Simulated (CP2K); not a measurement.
The system is HgTe.

```
Hg Te
1.0
     4.58074    0.00000    0.00000
    -3.51900    2.93254    0.00000
    -0.53087   -1.46627    4.30713
Hg Te
1 1
Direct
  0.75000 0.25000 0.50000
  0.00000 0.00000 0.00000
```

Measurements of this composition are mostly on another form, of space group No. 216.

Base run:

* Program: CP2K 2026.2
* Functional: PBEsol
* Potentials or basis: POTENTIAL_UZH Hg GTH-PBE-q12, Te GTH-PBE-q6; TZVP-MOLOPT-PBE-GTH basis
* Density cutoff: 6123 eV
* k mesh: 10 × 10 × 10
* Occupations: gaussian, width 0.1 eV
* Spin: no spin polarisation

Its results: band gap on the k mesh none (metal or under the smearing width); pressure -2.1 GPa.

**Question.** The run is repeated on the same cell with these changes: functional from PBEsol to PBE; occupations from gaussian, width 0.1 eV to gaussian, width 0.02 eV. What comes out?

**Answer.** Band gap on the k mesh none (metal or under the smearing width); pressure 0.7 GPa.

Caveats: the basis of atomic orbitals isn't converged, which shifts pressures, moduli and gaps; the potentials were made for another functional, which shifts forces and pressure (some runs).
